A metal's electrons fill bands whose energy depends on a wavevector k. The total energy rests on averages over all wavevectors in one repeat unit of k-space, the Brillouin zone, and a computer takes these averages on a mesh with N divisions along each of three axes. The table shows what happens for face-centred cubic rhodium, treated with the PBEsol functional and spin-orbit coupling, when only this mesh is changed. "Energy less tightest" is the energy minus that of the densest mesh, N = 17.

Non-magnetic fcc rhodium at 13.67 Å³/atom, computed with Quantum ESPRESSO 7.5 using PBEsol, spin-orbit coupling, PseudoDojo 0.4 FR PBEsol stringent potentials, a 1197.3 eV wavefunction cutoff and 0.05 eV cold smearing. The sweep value is the k-point mesh; energies are free energies, and force miss is the largest difference in any force component from the 17,17,17 mesh.

```csv
sweep value,energy less tightest (meV/atom),pressure (GPa),gap (eV),force miss (eV/Å)
"2,2,2",3800.1,53.24,0.000,0.000
"4,4,4",-426.6,-9.66,0.000,0.000
"5,5,5",153.8,0.03,0.000,0.000
"7,7,7",-58.1,-4.04,0.000,0.000
"9,9,9",5.0,-2.44,0.000,0.000
"11,11,11",15.0,-2.16,0.000,0.000
"12,12,12",-3.0,-2.74,0.000,0.000
"14,14,14",3.4,-2.55,0.000,0.000
"17,17,17",0.0,-2.60,0.000,0.000
```

**(a) Why does the energy swing to both sides of its final value instead of approaching it from one side?**

*Solution.* Each mesh point speaks for a small block of k-space around it. Where a band is full throughout the block, this works well, because the band energy varies smoothly. Where the Fermi surface, the boundary between filled and empty states, cuts through the block, a single point decides for both sides. Some blocks are then counted as too full and others as too empty, and the balance depends on how the mesh happens to lie across the surface.

A new mesh places its points differently, so the balance can tip either way. The numbers show this: mesh 4 lies 427 meV/atom below the reference and mesh 5 lies 154 meV/atom above it. The low value at mesh 4 is not a better ground state. The variational principle ranks trial states for one fixed energy expression, and changing the mesh changes the expression itself.

Smearing softens the boundary by letting levels close to the Fermi energy be partly filled. What counts is how much a band energy changes from one mesh point to the next. On the coarse meshes that should be far more than the width of 0.05 eV used here, so the boundary stays nearly sharp. That is an argument from theory, since a single width was used.

**(b) How fast should the error shrink, and which mesh is the odd one out, 9 or 11?**

*Solution.* Picture the energy of the filled states in k-space as a constant plus a sum of waves, each wave belonging to a lattice vector of the crystal. The constant is the true average, and every wave averages to zero. A mesh with N divisions fails for those waves that repeat exactly from one mesh point to the next: it sees a constant where there is an oscillation. These waves belong to lattice vectors N times longer than the crystal's own, so the error is set by how strongly such long vectors contribute.

The Fermi surface supplies that strength. Counted from the Fermi energy, the energy of the filled states is negative, rises to zero at the surface and stays zero beyond it, which makes a kink.

- A kink along one direction gives waves whose strength falls as 1/N².
- The curvature of the surface in the two other directions brings a further factor of 1/N.
- Together they give an error of typical size 1/N³, that is, one over the number of mesh points.

This power law sets only the typical size. Each contribution is multiplied by a cosine that depends on how the long lattice vector fits the dimensions of the Fermi surface. The cosines supply the changing sign, and where they are small or cancel one another the error is unusually small.

For an estimate, take the error size of mesh 7, which is 58.1 meV/atom with 343 points, and carry it to mesh 11, which has 1331 points:

58.1 × 343 / 1331 ≈ 15 meV/atom

The table gives 15.0. So close a match is partly luck, since the rule sets only a typical size. Mesh 7 is the starting point and so tests nothing, but mesh 5 is also met, with 159 expected and 154 found. Mesh 9 falls furthest below the rule, which expects 27 meV/atom where the calculation gives 5.

By this measure mesh 11 is ordinary, and mesh 9 is unusually good. The likely reading is that the contributions at mesh 9 happen to be small or to cancel, and that this luck is lost at mesh 11, so the error grows although the mesh is denser. It would take the shape of the Fermi surface to confirm this.

The rule has limits at both ends. Meshes 2 and 4 have errors about one and a half times the expected size, plausibly because they are too coarse to follow even the smooth parts of the bands. At the dense end, the same rule would allow the reference itself an error of about 4 meV/atom. The differences of 3 meV/atom at meshes 12 and 14 are no larger than that, so they can't show on which side of the fully converged energy these two meshes fall. Both differences also lie below the 11.5 and 7.3 meV/atom that the rule expects there. Chance cancellation may be the reason, or the smearing, which weakens the contributions of the longest lattice vectors; these runs can't decide. Two agreeing rows, meshes 5 and 11, are consistent with the power law but can't tell it from a somewhat steeper or shallower one. The output below compares the estimate with every mesh.

**(c) Mesh 5 gives a pressure of almost exactly zero. Is the crystal at its equilibrium volume, and which mesh can be trusted?**

*Solution.* It is not. The densest mesh gives −2.60 GPa, which means that the cell is slightly stretched and would contract at this level of theory. Mesh 5 adds a sampling error of +2.63 GPa, which happens to cancel the real tension. Someone who adjusted the volume with this mesh would stop at the wrong place.

The pressure error is tied to the energy error. Pressure is the rate at which energy rises when the volume shrinks. Compression pushes the atoms together, the d orbitals overlap more and the bands widen, so a mistake in sampling the bands grows as well. As long as the balance of the sampling errors stays the same, an energy that is too high then comes with a pressure that is too high, and an energy that is too low with one that is too low. All eight meshes coarser than the reference obey this. For meshes 2, 4 and 5, the pressure errors correspond to an energy error that grows by 1.3 to 1.5 % for each 1 % of volume removed. For mesh 7 the growth is 2.1 %, so the link is not a fixed ratio. The shape of the Fermi surface also changes with volume, which can shift the balance of the sampling errors.

The choice of mesh must allow for the swings. Mesh 9 meets a bound of 10 meV/atom, but mesh 11 breaks it again, so the first mesh from which all denser ones in the table comply is 12. For a pressure within 0.1 GPa of the reference, mesh 14 is the first of the tested meshes that serves. A bound of 1 meV/atom can't be certified here, because the reference may itself be off by more than that.

The columns for gap and force miss give no help in this choice. Without magnetism, and with the inversion symmetry of this crystal, bands come in pairs of equal energy even under spin-orbit coupling. The 17 valence electrons per cell are an odd number, so at least one pair must stay partly filled and the gap is zero. The force on the only atom in the cell vanishes by symmetry. Both values would be right on a mesh far too coarse for the energy.

The analysis program printed:

```
Errors against the densest mesh:
       row  points in full zone  energy error meV/atom  size expected from mesh 7 in meV/atom  actual size over expected  pressure error GPa
     2,2,2                    8                   3800                                   2491                      1.526               55.84
     4,4,4                   64                 -426.6                                  311.4                       1.37               -7.06
     5,5,5                  125                  153.8                                  159.4                     0.9647                2.63
     7,7,7                  343                  -58.1                                   58.1                          1               -1.44
     9,9,9                  729                      5                                  27.34                     0.1829                0.16
  11,11,11                 1331                     15                                  14.97                      1.002                0.44
  12,12,12                 1728                     -3                                  11.53                     0.2601               -0.14
  14,14,14                 2744                    3.4                                  7.263                     0.4682                0.05
  17,17,17                 4913                      0                                  4.056                          0                   0
Sign changes of the energy error over the seven steps from mesh 2 to mesh 14: 6
Energy error of mesh 11 over that of mesh 9: 3
Fall of the energy error from mesh 2 to mesh 11 as a factor: 253.3
Growth of the number of points from mesh 2 to mesh 11 as a factor: 166.4
Error size that the same rule would allow the reference mesh 17 in meV/atom: 4.056
Pressure error times volume over energy error, smallest of meshes 2 4 5: 1.254
Pressure error times volume over energy error, largest of meshes 2 4 5: 1.459
Pressure error times volume over energy error, mesh 7: 2.115
```
